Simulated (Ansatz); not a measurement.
Records of electronic-structure calculations.

```cif
data_b
_symmetry_space_group_name_H-M 'R-3m:H'
_symmetry_Int_Tables_number 166
_cell_length_a 4.9179
_cell_length_b 4.9179
_cell_length_c 12.5805
_cell_angle_alpha 90.000
_cell_angle_beta 90.000
_cell_angle_gamma 120.000
_cell_volume 263.50
loop_
_atom_site_label
_atom_site_type_symbol
_atom_site_symmetry_multiplicity
_atom_site_Wyckoff_symbol
_atom_site_fract_x
_atom_site_fract_y
_atom_site_fract_z
_atom_site_occupancy
B1 B 18 h 0.78553 0.21447 0.22466 1
B2 B 18 h 0.19686 0.80314 0.02432 1
_calc_subject 'Quasiparticle gap of Boron (R-3m, 12 atoms a cell)'
_calc_method 'DFT, LDA, plane waves, PAW (and 1 further level or step)'
_calc_program 'Ansatz 0.2.0'
_calc_settings_of_one_run 'cutoff 420 eV, 6×6×6 k-mesh, smearing width 0.02 eV, default PAW'
_calc_cost '2 runs, 27 s in all on 1 × NVIDIA H100 80GB HBM3 (shared by 3 runs) with 3 threads of AMD EPYC 7R13 (Zen 3), shared host (the runs of this entry)'
_calc_notes 'The cell and positions come from the Crystallography Open Database and are kept as given unless a step says otherwise.'
_calc_lda_gap '1.44 eV, indirect'
_calc_g0w0_gap_on_the_mesh '1.93 eV, from k = (-0.500, -0.500, -0.500) to k = Γ'
_calc_gw_settings '4×4×4 mesh, 564 empty bands, screening to 200 eV'
_calc_known_limits 'not at the basis limit'
```

[Paths, hosts, dates, memory and timing lines, banners, echoed tables and standing remarks are left out of the program output.]

[Logs are printed without paths, hosts, clocks, repeated set-up lines and the standing remarks that a program may print on its own settings, such as how far it seeks lower states.]

[Runs of the session that timed out or met a known fault of the program may be left out.]

[Cells called generated may have been cut or substituted from an entry of the Crystallography Open Database or the Materials Project.]

[Hosts, paths, dates, database ids (printed as entryN), source tags and the programs' standing remarks are cut or masked in the printed files.]
